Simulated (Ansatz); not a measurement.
Cu: enthalpy against pressure

Cu, I4/mmm, a = 2.895 Å, c = 2.739 Å. This isn't the element's structure at ambient conditions. Ansatz: r2SCAN, PAW, 500 eV, Γ-centred 20×20×20 mesh on 1 atom, Gaussian smearing 0.10 eV; no spin polarisation. Cell and atoms are relaxed at each pressure, and no other structure is tried, so the rows at high pressure may lie past a change of phase. y is the enthalpy over the state at zero pressure; there V0 = 11.479 Å³/atom. The pressures are the targets, met within 0.03 GPa.

```
P (GPa) y (eV/atom)
   -3.0      -0.2170
    0.0       0.0000
    3.0       0.2130
    8.0       0.5602
   15.0            ?
   30.0       1.9971
   60.0       3.7971
```

Problem. Fit y = c1 P + c2 P² + c3 P³ to the other rows, say what c1 and c2 mean, and predict the missing value.

Solution. Least squares on the rows shown. y = 0.071571 P − 0.00019543 P² + 9.5551×10⁻⁷ P³. Since dH/dP = V, c1 is V0: 0.071571 eV/GPa × 160.2 = 11.466 Å³ against 11.479; c2 = −V0/(2B0) gives B0 = 183 GPa, where a Birch–Murnaghan fit to the volumes of the same runs (not shown) gives 161 GPa: a cubic over this range folds the higher terms into c2. At P = 15.0 the fit asked for gives 1.0328 eV/atom. The run gave 1.0320 eV/atom, so the fit is 0.0008 eV/atom too high, 0.02 % of the span of the series, against an rms of 0.0003 eV/atom on the fitted rows. With a term in P⁴ added, a fit to the same known rows predicts 1.0317 eV/atom, a smaller miss on the other side.

The mesh isn't the same in all rows (20×20×20, 22×22×22).